In CdSe the five Cd 4d functions fall into two groups, and covalent mixing with selenium is the most likely reason. Poor localisation is far too small an effect, and electrostatics alone would put the energies in the wrong order. Two functions are compact and sit on cadmium; three are about 1.6 times as spread out and lean towards a selenium neighbour. The wide ones also lie slightly lower in energy. Mixing accounts for the direction of that last difference, but a simple estimate makes it several times too large.

Maximally localised Wannier functions of zinc-blende CdSe from Cd 4d trial orbitals, computed with Ansatz 0.2.0 (PBE, PAW, 420 eV cutoff, 6×6×6 k mesh, no spin–orbit coupling) at the r2SCAN-relaxed geometry. On-site energies are counted from the valence-band top; x, y and z are the Cartesian coordinates of each function's centre, with Cd at the origin.

```
row  function spread (angstrom^2)  function on site (eV)  function x (Å)  function y (Å)  function z (Å)
  1                         0.640                 -7.530           0.000           0.000           0.000
  2                         1.042                 -7.569           0.060          -0.030          -0.030
  3                         1.042                 -7.569          -0.030           0.060          -0.030
  4                         0.640                 -7.530           0.000           0.000           0.000
  5                         1.042                 -7.569          -0.030          -0.030           0.060
```

**Row 1: the compact function**

The function spread is the mean squared distance of the electron from the function's own centre. In row 1 it is 0.640 Å², and the centre, given by function x, y and z, coincides with the cadmium nucleus. Row 4 is its partner, with the same spread and the same energy. These two form the pair called e, whose lobes point between the four selenium neighbours. A d orbital of this kind can overlap with selenium only weakly, sideways on.

**Row 2: wide and off centre**

Row 2 belongs to the set of three called t2, whose lobes reach more directly towards selenium. Its spread is 1.042 Å², and its centre lies 0.073 Å from cadmium. A tempting reading is that the localisation procedure has simply done a worse job here. That can be tested, because part of the total spread belongs to the bands themselves and no choice of functions can remove it.

For all five functions together, the removable part is only 0.035 Å². The three wide functions exceed the compact ones by 3 × 0.402 = 1.206 Å² in total. Better localisation could therefore lower the total spread by no more than a few per cent of that excess. The extra width comes from the electronic states themselves, not from a poor choice of functions.

The displacement does not cause the width either. Spread is measured from each function's own centre, so it equals the mean squared distance from cadmium minus the square of the displacement. Mixing the three t2 functions among themselves leaves the sum of their mean squared distances from cadmium unchanged. Moving the centres apart thus lowers the spread, by about 0.005 Å² for each function, and this small gain is why the procedure chooses displaced functions.

The displacement does reveal something about what the functions are made of. A pure d orbital has the same density on opposite sides of its atom, and so has any mixture of d orbitals on that atom. However they were combined, pure Cd 4d orbitals would stay centred on cadmium. Row 2 must therefore contain something else, and the natural candidate is a tail on the selenium neighbours.

**How large is the tail?**

Let w be the fraction of the electron that sits on the four selenium neighbours, treated as points. The three t2 functions turn into one another by rotation about a cube diagonal, and they must remain independent (orthogonal). The centre of row 2 also has equal y and z, so xz and xy must enter equally. For real mixtures of the orbitals yz, xz and xy, these conditions leave two choices. One is pure yz, which would stay centred on cadmium even with its tails. The displaced function must therefore have the other form, up to an overall sign

function 2 = (−yz + 2 xz + 2 xy) / 3

On the selenium atoms in the directions (1, −1, −1), (1, 1, 1), (−1, 1, −1) and (−1, −1, 1), the squared amplitudes of this mixture stand in the ratio 25 : 9 : 1 : 1. If the tail follows these amplitudes, as expected for head-on overlap, the first atom carries about 70 % of it. Each selenium lies 1.53 Å from cadmium along each axis, so the mean x position is

function x = w × 1.53 Å × (25 + 9 − 1 − 1) / 36 = w × 1.36 Å

The table gives 0.060 Å for function x in row 2. Hence

w = 0.060 / 1.36 ≈ 0.044

In this model, about 4 % of the electron on selenium is enough to produce the displacement. The effect is visible because the tail is far from cadmium and mostly on one side.

The spread offers a second route to the same quantity. Without its displacement, a t2 function would have a spread of 1.047 Å². Moving a fraction w from the compact core to the Cd–Se distance of 2.657 Å raises the mean squared distance by w × (2.657² − 0.640) Å². Equating this to the excess over row 1 gives w of about 6 %.

The two values agree in order of magnitude, though not closely: the tail deduced from the spread would predict a displacement 44 % too large. One reason is that a real tail has a width of its own around selenium, which adds to the spread without moving the centre. Some p character on cadmium itself could also shift the centre, and the model would count it as selenium. Density shared between the two atoms, which point tails leave out, can alter both estimates. The comparison supports a tail of a few per cent, not a precise charge on selenium.

**Rows 3 and 5: the same function, turned**

Rows 3 and 5 repeat row 2 with the axes exchanged. Each leans mainly towards a different selenium atom, and the three displacements add up to zero. The crystal therefore has no electric polarisation from this source. Cadmium itself sits on its lattice site, where the symmetry of its surroundings leaves no net force on it. The off-centre positions describe a convenient choice of functions, not a distortion of the lattice.

**Down the energy column**

The function on site is the mean energy of an electron in that function, counted from the top of the valence band. It is −7.530 eV for the compact pair and −7.569 eV for the wide three. The familiar electrostatic picture predicts the opposite order. Selenium carries negative charge, and the t2 lobes come closer to it, so repulsion should raise them above e. That field may well be present, but it cannot by itself produce this table.

Covalent mixing gives the right order. The Se 4p bands lie above Cd 4d, and when two levels mix, the lower one is pushed down. The t2 functions overlap with Se 4p more strongly than the e functions do, so they are pushed further. The same mixing puts a tail on selenium, which links the energy column to the spread column.

The size of the effect is less satisfactory. In a two-level picture the downward push equals w times the separation of the mixed levels. If the centre of the Se 4p bands is taken as roughly 2 eV below the valence top, a rough recalled figure, the separation is between 5 and 6 eV. A tail of 4 to 6 % then implies a push of a few tenths of an eV, whereas the table shows a difference of only 0.039 eV.

Part of this mismatch is expected because the e pair is pushed down too, by its own weaker mixing with Se 4p. Beyond that, the small difference is probably what remains after opposing effects have largely cancelled. One of them is the electrostatic repulsion just described. Another is mixing with Se 4s, which lies below Cd 4d and pushes t2 up. Tails widen a function whether the partner level lies above or below, while the energy shifts have opposite signs. This would explain a large effect on spread beside a small one on energy, but the table does not give the separate contributions.

**What the energies can be used for**

The order of the on-site energies should not be read as the order of levels in a measured spectrum. Spin–orbit coupling is left out here, and for Cd 4d it splits the levels by roughly 0.7 eV, far more than the difference between the two groups. Electrons also hop between neighbouring cadmium atoms with strengths of up to 0.090 eV. The on-site values are thus averages over bands that are wider than the splitting.

The density functional matters as well. PBE places Cd 4d too close to the valence top: about 7.5 eV below it here, against roughly 10 eV in experiment. Levels that lie closer together mix more strongly, so the Se 4p part of the tails is probably too large. The Se 4s part is expected to err the other way, because Cd 4d is placed too far above that level. That t2 is wider than e follows from the directions of their lobes and should survive that error. The size of the contrast, and the small energy difference, may change with it.

**Beside a neighbouring structure**

The same reasoning can be carried to a rock-salt crystal, where every metal atom has neighbours in opposite pairs. Tails can still widen the d functions that point at those neighbours, but equal tails on opposite sides leave the centre on the metal. In the tetrahedral structure no neighbour has a partner opposite it, so the mixing can show up as a displacement. Extra width can therefore point to covalent mixing in both structures, while an off-centre d function also needs a site without inversion symmetry.
